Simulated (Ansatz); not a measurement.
# SiC: the cell at several levels of theory, part 1 of 2

How does the equilibrium cell of SiC in the 4H polytype structure depend on the functional? It is relaxed with PBE and r2SCAN.

Code: Ansatz 0.2.0. PAW datasets, plane waves, zero pressure. Spin-unpolarised throughout; all numbers are computed.

### 1 The system as given

This is the cell as the run starts from it, not yet at rest; its lengths are not the crystal's.

The symmetry is P6_3mc (No. 186, hexagonal); conventional cell a = 2.958 Å, c = 9.661 Å, 9.15 Å³ an atom. Si has 4 C at 1.81 Å; C has 4 Si at 1.81 Å.

The structure in full:

```cif
data_structure
_symmetry_space_group_name_H-M 'P6_3mc'
_symmetry_Int_Tables_number 186
_cell_length_a 2.9582
_cell_length_b 2.9582
_cell_length_c 9.6614
_cell_angle_alpha 90.000
_cell_angle_beta 90.000
_cell_angle_gamma 120.000
_cell_volume 73.22
loop_
_atom_site_label
_atom_site_type_symbol
_atom_site_symmetry_multiplicity
_atom_site_Wyckoff_symbol
_atom_site_fract_x
_atom_site_fract_y
_atom_site_fract_z
_atom_site_occupancy
Si1 Si 2 a 0.00000 0.00000 0.00000 1
Si2 Si 2 b 0.33333 0.66667 0.25000 1
C1 C 2 a 0.00000 0.00000 0.18750 1
C2 C 2 b 0.33333 0.66667 0.43750 1
```

### 2 Relaxation with PBE

input.yaml reads:

```yaml
crystal:
  lattice:
    - [2.9581671127, 0.0, 0.0]
    - [-1.4790835564, 2.5618478682, 0.0]
    - [0.0, 0.0, 9.6613737901]
  atoms:
    - { symbol: Si, position: [0.0, 0.0, 0.0] }
    - { symbol: Si, position: [0.3333333333, 0.6666666667, 0.25] }
    - { symbol: Si, position: [0.0, 0.0, 0.5] }
    - { symbol: Si, position: [0.6666666667, 0.3333333333, 0.75] }
    - { symbol: C, position: [0.0, 0.0, 0.1875] }
    - { symbol: C, position: [0.3333333333, 0.6666666667, 0.4375] }
    - { symbol: C, position: [0.0, 0.0, 0.6875] }
    - { symbol: C, position: [0.6666666667, 0.3333333333, 0.9375] }
kpoints:
  mp_grid: { grid: [12, 12, 4] }
hamiltonian:
  xc: pbe
scf:
  occupations: { method: fermi_dirac, width: 0.02 }
relax:
  f_tol: 0.005
  cell: {}
```

Command:

```
> ansatz run input.yaml --threads 2 --pin off --max-ram 20275MiB --backend cpu --events-out ev --progress --plain --runs-dir out
```

The log of the run:

```text
Engine: ansatz 0.2.0, x86_64-unknown-linux-gnu
Pseudopotentials: kind: paw
Pseudopotential: Si, paw, valence charge 4, recommended cutoff 420 eV (normal), Si.paw.azcp
Pseudopotential: C, paw, valence charge 4, recommended cutoff 420 eV (normal), C.paw.azcp
Functional definition: PBE
  parameter kappa = 0.804
  parameter beta = 0.06672455060314922
  exchange = pbe_x(kappa = kappa, mu = beta*pi^2/3)
  correlation = pbe_c(beta = beta)
Crystal: 8 atoms, lattice volume = 73.218 Å³
Basis set: ecut = 420 eV, 1389 PW (Γ), exchange–correlation on 40×40×144 points (8 copies of the dense FFT grid, shifted against one another)
Bands: 24, of which v1, the nominal top of the filled ones, is band 16 counted from 1 (15 counted from 0)
Symmetry: 12 space group operations
Space group: P63mc (ITA 186), of the structure as read, at distance tolerance 4.2e-5 Å
k-points: 57 of 576 (time reversal used)
Non-local potential: Si, projectors of the file, l = 0: 2, l = 1: 2, l = 2: 2
Non-local potential: C, projectors of the file, l = 0: 2, l = 1: 2, l = 2: 1
PAW form: soft (Blöchl's): semilocal exchange-correlation on the pseudo side does not see the compensation charge
PAW one-centre angular grid: Si, 110 points (default); XC on 64 Gauss nodes
PAW one-centre angular grid: C, 110 points (default); XC on 64 Gauss nodes
Initial density: superposition of atomic densities (neutral atoms: chi_scale 0, normalization atom), corrected by the library's trained network
Initial wavefunctions: pseudopotential atomic-orbital guess
Functional: x = pbe(κ = 0.804, μ = 0.2195149727645171), c = pbe(β = 0.06672455060314922)
SCF iter   1: F=—  HF=-3547.498811 eV  |F-HF|=—  |Δ(HF+E_count)|=         —  Δρ=2.17e-3  dr2=3.56e-3  ethr=1.77e-3  ⟨swp⟩=6.7  Hψ=7835  notcnv=0  defer=2
preconditioner: auto → none  [insulator: Δε(μ)=2.217 eV  Ē_g=12.838 eV  σ=0.020 eV  W_gap=1.00  n_scr=6 (ndim 8)  ℏωp=24.5 eV  f_vac=0.000  D(μ)=0.00/eV (n_scr^D=0)  ε∞_Penn≈4.7]
SCF iter   2: F=—  HF=-3547.498374 eV  |F-HF|=—  |Δ(HF+E_count)|=   4.37e-4  Δρ=8.96e-4  dr2=2.87e-4  ethr=1.11e-5  ⟨swp⟩=2.3  Hψ=2767  notcnv=0  defer=157
SCF iter   3: F=—  HF=-3547.498544 eV  |F-HF|=—  |Δ(HF+E_count)|=   1.70e-4  Δρ=2.80e-4  dr2=3.04e-5  ethr=8.97e-7  ⟨swp⟩=2.8  Hψ=2409  notcnv=0  defer=157
SCF iter   4: F=—  HF=-3547.498409 eV  |F-HF|=—  |Δ(HF+E_count)|=   1.35e-4  Δρ=7.00e-5  dr2=6.65e-6  ethr=9.51e-8  ⟨swp⟩=2.1  Hψ=1933  notcnv=0  defer=157
SCF iter   5: F=—  HF=-3547.498409 eV  |F-HF|=—  |Δ(HF+E_count)|=   2.26e-7  Δρ=2.31e-5  dr2=2.26e-7  ethr=2.08e-8  ⟨swp⟩=2.0  Hψ=1808  notcnv=0  defer=157
SCF iter   6: F=-3547.498409 eV  HF=-3547.498409 eV  |F-HF|=4.58e-9  |Δ(HF+E_count)|=   2.75e-7  Δρ=3.70e-6  dr2=6.09e-9  ethr=3.13e-10  ⟨swp⟩=4.7  Hψ=4500  notcnv=0
SCF 1 converged in 6 iterations: F = -3547.498409 eV  dr2 = 6.09e-9
relax step   1: F+E_penalty+E_count = -3547.49840897 eV  Δ(F+E_penalty+E_count) = +0.000e0 eV  max|allowed force component| = 2.027e-1 eV/Å  Δτ_max = 0.0000 Å  P = +38.129 GPa  Ω = 73.218 Å³  (6 SCF iters, dr2 threshold 1.00e-7 eV, accepted)
Crystal: 8 atoms, lattice volume = 78.174 Å³
Basis set: ecut = 420 eV, 1533 PW (Γ), exchange–correlation on 40×40×144 points (8 copies of the dense FFT grid, shifted against one another)
Initial density: handed on by an earlier stage of this run
Initial wavefunctions: those handed on with the density
iter 1 solved again at ethr=9.78e-4 eV; its pass at ethr=3.10e-3 eV (dr2=3.13e-1 eV) is discarded
SCF iter   1: F=—  HF=-3548.432964 eV  |F-HF|=—  |Δ(HF+E_count)|=         —  Δρ=1.85e-2  dr2=3.19e-1  ethr=9.78e-4  ⟨swp⟩=1.4  Hψ=7971  notcnv=0
preconditioner: auto → none  [insulator: Δε(μ)=2.038 eV  Ē_g=12.268 eV  σ=0.020 eV  W_gap=1.00  n_scr=6 (ndim 8)  ℏωp=23.8 eV  f_vac=0.000  D(μ)=0.00/eV (n_scr^D=0)  ε∞_Penn≈4.8]
SCF iter   2: F=—  HF=-3548.334711 eV  |F-HF|=—  |Δ(HF+E_count)|=   9.83e-2  Δρ=3.13e-3  dr2=9.48e-3  ethr=9.78e-4  ⟨swp⟩=2.2  Hψ=2528  notcnv=0
SCF iter   3: F=—  HF=-3548.332807 eV  |F-HF|=—  |Δ(HF+E_count)|=   1.90e-3  Δρ=9.19e-4  dr2=5.36e-4  ethr=2.96e-5  ⟨swp⟩=2.4  Hψ=2677  notcnv=0
SCF iter   4: F=—  HF=-3548.332748 eV  |F-HF|=—  |Δ(HF+E_count)|=   5.96e-5  Δρ=2.38e-4  dr2=1.36e-4  ethr=1.68e-6  ⟨swp⟩=2.5  Hψ=2168  notcnv=0
SCF iter   5: F=—  HF=-3548.332716 eV  |F-HF|=—  |Δ(HF+E_count)|=   3.17e-5  Δρ=7.31e-5  dr2=2.83e-6  ethr=4.26e-7  ⟨swp⟩=2.0  Hψ=1899  notcnv=0
SCF iter   6: F=-3548.332718 eV  HF=-3548.332718 eV  |F-HF|=6.90e-8  |Δ(HF+E_count)|=   2.01e-6  Δρ=1.77e-5  dr2=1.29e-7  ethr=2.50e-9  ⟨swp⟩=4.5  Hψ=4434  notcnv=0
SCF 2 converged in 6 iterations: F = -3548.332718 eV  dr2 = 1.29e-7
relax step   2: F+E_penalty+E_count = -3548.33271794 eV  Δ(F+E_penalty+E_count) = -8.343e-1 eV  max|allowed force component| = 9.927e-2 eV/Å  Δτ_max = 0.0019 Å  P = +17.303 GPa  Ω = 78.174 Å³  energy of the carried Pulay correction = -8.875e-3 eV  (6 SCF iters, dr2 threshold 8.00e-7 eV, accepted)
Crystal: 8 atoms, lattice volume = 82.829 Å³
Basis set: ecut = 420 eV, 1605 PW (Γ), exchange–correlation on 40×40×144 points (8 copies of the dense FFT grid, shifted against one another)
iter 1 solved again at ethr=7.21e-4 eV; its pass at ethr=3.10e-3 eV (dr2=2.31e-1 eV) is discarded
SCF iter   1: F=—  HF=-3548.675180 eV  |F-HF|=—  |Δ(HF+E_count)|=         —  Δρ=1.52e-2  dr2=2.36e-1  ethr=7.21e-4  ⟨swp⟩=1.4  Hψ=7835  notcnv=0
preconditioner: auto → none  [insulator: Δε(μ)=2.061 eV  Ē_g=11.864 eV  σ=0.020 eV  W_gap=1.00  n_scr=6 (ndim 8)  ℏωp=23.1 eV  f_vac=0.000  D(μ)=0.00/eV (n_scr^D=0)  ε∞_Penn≈4.8]
SCF iter   2: F=—  HF=-3548.604278 eV  |F-HF|=—  |Δ(HF+E_count)|=   7.09e-2  Δρ=2.54e-3  dr2=6.75e-3  ethr=7.21e-4  ⟨swp⟩=2.1  Hψ=2499  notcnv=0
SCF iter   3: F=—  HF=-3548.603054 eV  |F-HF|=—  |Δ(HF+E_count)|=   1.22e-3  Δρ=7.71e-4  dr2=4.22e-4  ethr=2.11e-5  ⟨swp⟩=2.5  Hψ=2685  notcnv=0
SCF iter   4: F=—  HF=-3548.603066 eV  |F-HF|=—  |Δ(HF+E_count)|=   1.15e-5  Δρ=1.88e-4  dr2=8.87e-5  ethr=1.32e-6  ⟨swp⟩=2.4  Hψ=2131  notcnv=0
SCF iter   5: F=—  HF=-3548.603046 eV  |F-HF|=—  |Δ(HF+E_count)|=   1.97e-5  Δρ=6.15e-5  dr2=2.37e-6  ethr=2.77e-7  ⟨swp⟩=2.0  Hψ=1902  notcnv=0
SCF iter   6: F=-3548.603047 eV  HF=-3548.603047 eV  |F-HF|=5.95e-8  |Δ(HF+E_count)|=   1.52e-6  Δρ=1.51e-5  dr2=1.08e-7  ethr=2.50e-9  ⟨swp⟩=4.1  Hψ=4356  notcnv=0
SCF 3 converged in 6 iterations: F = -3548.603047 eV  dr2 = 1.08e-7
relax step   3: F+E_penalty+E_count = -3548.60304748 eV  Δ(F+E_penalty+E_count) = -2.703e-1 eV  max|allowed force component| = 2.885e-2 eV/Å  Δτ_max = 0.0017 Å  P = +2.465 GPa  Ω = 82.829 Å³  energy of the carried Pulay correction = -1.670e-2 eV  (6 SCF iters, dr2 threshold 8.00e-7 eV, accepted)
[... 11 lines left out ...]
relax step   4: F+E_penalty+E_count = -3548.60864959 eV  Δ(F+E_penalty+E_count) = -5.602e-3 eV  max|allowed force component| = 1.174e-2 eV/Å  Δτ_max = 0.0004 Å  P = +0.215 GPa  Ω = 83.657 Å³  energy of the carried Pulay correction = -1.804e-2 eV  (6 SCF iters, dr2 threshold 8.00e-7 eV, accepted)
[... 13 lines left out ...]
relax step   5: F+E_penalty+E_count = -3548.60851715 eV  Δ(F+E_penalty+E_count) = +1.324e-4 eV  max|allowed force component| = 2.400e-2 eV/Å  Δτ_max = 0.0011 Å  P = +0.004 GPa  Ω = 83.737 Å³  energy of the carried Pulay correction = -1.817e-2 eV  (6 SCF iters, dr2 threshold 1.52e-7 eV, rejected (line search))
[... 10 lines left out ...]
relax step   6: F+E_penalty+E_count = -3548.60863027 eV  Δ(F+E_penalty+E_count) = +1.932e-5 eV  max|allowed force component| = 2.140e-3 eV/Å  Δτ_max = 0.0003 Å  P = +0.089 GPa  Ω = 83.705 Å³  energy of the carried Pulay correction = -1.812e-2 eV  (6 SCF iters, accepted)
[... 13 lines left out ...]
relax step   7: F+E_penalty+E_count = -3548.60858621 eV  Δ(F+E_penalty+E_count) = +4.406e-5 eV  max|allowed force component| = 2.911e-5 eV/Å  Δτ_max = 0.0001 Å  P = +0.000 GPa  Ω = 83.738 Å³  energy of the carried Pulay correction = -1.817e-2 eV  (6 SCF iters, dr2 threshold 2.31e-8 eV, accepted)
[... 12 lines left out ...]
relax step   8: F+E_penalty+E_count = -3548.64591230 eV  Δ(F+E_penalty+E_count) = -3.733e-2 eV  max|allowed force component| = 5.697e-4 eV/Å  Δτ_max = 0.0000 Å  P = +0.624 GPa  Ω = 83.738 Å³  stress off target by 6.34e-1 GPa  SCF on the basis re-selected at this cell (its energy is not comparable with the rows above)  (7 SCF iters)
[... 13 lines left out ...]
relax step   9: F+E_penalty+E_count = -3548.64595724 eV  Δ(F+E_penalty+E_count) = -4.494e-5 eV  max|allowed force component| = 8.895e-4 eV/Å  Δτ_max = 0.0000 Å  P = +0.017 GPa  Ω = 83.975 Å³  energy of the carried Pulay correction = -4.276e-4 eV  (6 SCF iters, dr2 threshold 8.00e-7 eV, accepted)
iter 1 solved again at ethr=7.97e-8 eV; its pass at ethr=3.10e-3 eV (dr2=2.55e-5 eV) is discarded
SCF iter   1: F=—  HF=-3548.646358 eV  |F-HF|=—  |Δ(HF+E_count)|=         —  Δρ=1.38e-5  dr2=3.19e-8  ethr=7.97e-8  ⟨swp⟩=3.0  Hψ=11534  notcnv=0
preconditioner: auto → none  [insulator: Δε(μ)=2.224 eV  Ē_g=11.839 eV  σ=0.020 eV  W_gap=1.00  n_scr=6 (ndim 8)  ℏωp=22.9 eV  f_vac=0.000  D(μ)=0.00/eV (n_scr^D=0)  ε∞_Penn≈4.7]
SCF iter   2: F=—  HF=-3548.646399 eV  |F-HF|=—  |Δ(HF+E_count)|=   4.14e-5  Δρ=6.74e-6  dr2=6.68e-9  ethr=9.98e-11  ⟨swp⟩=3.2  Hψ=2890  notcnv=0
SCF iter   3: F=—  HF=-3548.646399 eV  |F-HF|=—  |Δ(HF+E_count)|=   1.17e-8  Δρ=3.16e-6  dr2=1.20e-9  ethr=2.09e-11  ⟨swp⟩=2.0  Hψ=2239  notcnv=0
iter 4 did not close the SCF: its close was put off for the readings that it lacked (scf_convergence_deferred on its scf_iter line)
SCF iter   4: F=-3548.646399 eV  HF=-3548.646399 eV  |F-HF|=2.77e-11  |Δ(HF+E_count)|=   3.75e-9  Δρ=1.82e-7  dr2=4.49e-11  ethr=3.76e-12  ⟨swp⟩=2.0  Hψ=2275  notcnv=0
iter 5 did not close the SCF: its close was put off for the readings that it lacked (scf_convergence_deferred on its scf_iter line)
SCF iter   5: F=-3548.646399 eV  HF=-3548.646399 eV  |F-HF|=8.19e-12  |Δ(HF+E_count)|=  5.00e-12  Δρ=8.66e-8  dr2=1.10e-11  ethr=1.00e-12  ⟨swp⟩=1.2  Hψ=1469  notcnv=0
SCF iter   6: F=-3548.646399 eV  HF=-3548.646399 eV  |F-HF|=0.00e0  |Δ(HF+E_count)|=  2.73e-12  Δρ=3.47e-8  dr2=5.83e-13  ethr=1.00e-12  ⟨swp⟩=2.6  Hψ=3939  notcnv=0
SCF 10 converged in 6 iterations: F = -3548.646399 eV  dr2 = 5.83e-13
relax step  10: F+E_penalty+E_count = -3548.64639928 eV  Δ(F+E_penalty+E_count) = -4.420e-4 eV  max|allowed force component| = 9.037e-4 eV/Å  Δτ_max = 0.0000 Å  P = +0.019 GPa  Ω = 83.975 Å³  stress off target by 1.94e-2 GPa  SCF on the basis re-selected at this cell (its energy is not comparable with the rows above)  (6 SCF iters)
basis re-selected at this cell: Δ(F+E_penalty+E_count) = -4.420e-4 eV, ΔP = +0.002 GPa vs the last step (what re-selecting the basis moved, of the pressure what is left beyond the Pulay correction that the steps carried, after the strain that the cell walked since its last selection, with what the two solves' SCF thresholds leave and, on support functions, any second-order correction that the steps lacked; it is no measure of the basis error at this ecutwfc). This SCF's stress stands 1.94e-2 GPa from its target on what of the cell is left free (relax.cell.stress_tol is 5.00e-2 GPa) and its largest allowed force component is 9.04e-4 eV/Å (relax.f_tol is 5.00e-3 eV/Å): within both
SCF converged after 6 iterations
Free energy (F): -3548.646399 eV
Harris-Foulkes:  -3548.646399 eV  (|F-HF|=0.00e0)
Internal energy: -3548.646399 eV  (E = F + TS)
E sigma→0 (E₀):  -3548.646399 eV
Fermi energy:    10.475821 eV
--- Per-component energies (eV) ---
  E_band       = 110.155706
  E_kinetic    = 539.792738
  E_local      = -422.767531  (includes V_loc(G=0)·N_el)
  E_nonlocal   = 206.620616
  E_hartree    = 129.633244
  E_xc         = -421.028949
  E_vxc        = -436.203522  (∫ρ·V_xc dr)
  E_paw        = -2448.069019  (= ΣΔE_a)
  E_vpaw       = -36.553127  (= ΣTr[D̂ρ^β])
  E_aug_tail   = 0.000048  (compensation charges beyond the density's cutoff)
  E_ewald      = -1132.827546
  E_smearing   = -0.000000  (= −TS)
  E_closure    = 0.000000  (closes the sum)
  Σ components = -3548.646399   (vs F -3548.646399, Δ=0.00e0)
--- Forces (eV/Å), atoms counted from 1 ---
  atom   1  Si     0.00000000     0.00000000    -0.00002765
  atom   2  Si     0.00000000     0.00000000     0.00002372
  atom   3  Si    -0.00000000    -0.00000000    -0.00002765
  atom   4  Si    -0.00000000    -0.00000000     0.00002372
  atom   5  C     -0.00000000    -0.00000000    -0.00089944
  atom   6  C     -0.00000000     0.00000000     0.00090375
  atom   7  C      0.00000000     0.00000000    -0.00089944
  atom   8  C      0.00000000    -0.00000000     0.00090375
  max |Σ_I F_I| component: 7.55e-7 eV/Å
--- Stress (GPa, compression-positive) ---
        0.019423      -0.000000       0.000000
        0.000000       0.019423      -0.000000
        0.000000      -0.000000       0.018972
  P = ⅓ Tr σ = 0.0193 GPa (0.193 kbar)
--- Relaxed structure (8 steps of the walk, 7 accepted, 2 SCFs on fresh bases) ---
  F+E_penalty+E_count = -3548.64639928 eV   max|allowed force component| = 9.037e-4 eV/Å   (the final SCF, on the basis selected at the relaxed cell)
  cell:  # Å, volume = 83.9749 Å³
    - [3.094031156996291, 3.0193359036256704e-11, -1.347650428941501e-34]
    - [-1.5470155785242936, 2.6795095820442505, -4.424556841689984e-34]
    - [1.630844271446079e-33, -1.626211191129471e-33, 10.129064985473386]
  atoms:
    - { symbol: Si, position: [4.078030847821854e-33, 6.586678624089022e-33, -0.00015001014617009134] }
    - { symbol: Si, position: [0.3333333333333333, 0.6666666666666667, 0.24990543470687737] }
    - { symbol: Si, position: [-2.8670009156259765e-33, -5.8927654027861864e-33, 0.4998499898538298] }
    - { symbol: Si, position: [0.6666666666666667, 0.3333333333333333, 0.7499054347068772] }
    - { symbol: C, position: [1.945808730982553e-33, 4.058466239948272e-33, 0.18730512443125238] }
    - { symbol: C, position: [0.3333333333333333, 0.6666666666666667, 0.4379394510080402] }
    - { symbol: C, position: [-3.0428009073460944e-33, -2.6851791062624454e-33, 0.6873051244312522] }
    - { symbol: C, position: [0.6666666666666667, 0.3333333333333333, 0.9379394510080402] }
```

Wall time 26 s (2 threads of AMD EPYC 7R13 (Zen 3), shared host); peak memory 0.61 GiB.

The path of the relaxation:

```tsv
step	energy change (meV/atom)	largest force (eV/Å)	pressure (GPa)	volume (Å³/atom)
1	0.0	0.2027	38.13	9.152
2	-104.3	0.0993	17.30	9.772
3	-138.1	0.0289	2.46	10.354
4	-138.8	0.0117	0.21	10.457
5*	-138.8	0.0240	0.00	10.467
6	-138.8	0.0021	0.09	10.463
7	-138.8	0.0000	0.00	10.467
8	-143.4	0.0006	0.62	10.467
9	-143.4	0.0009	0.02	10.497
10	-143.5	0.0009	0.02	10.497
```

A star marks a trial step that the optimiser took back.

Steps 8, 10 solve the same cell on a plane-wave basis chosen anew, so the energy can jump there without a move.

The table lists every geometry solved, with passes on a fresh basis, whose energies don't compare exactly with the rows above.

```
                       before   after    change
                a (Å)   2.958   3.094   +4.59 %
                c (Å)   9.661  10.129   +4.84 %
     volume (Å³/atom)   9.152  10.497  +14.69 %
shortest distance (Å)   1.812   1.893   +4.51 %
          space group  P6_3mc  P6_3mc      same
```

(Continued in part 2 of 2.)
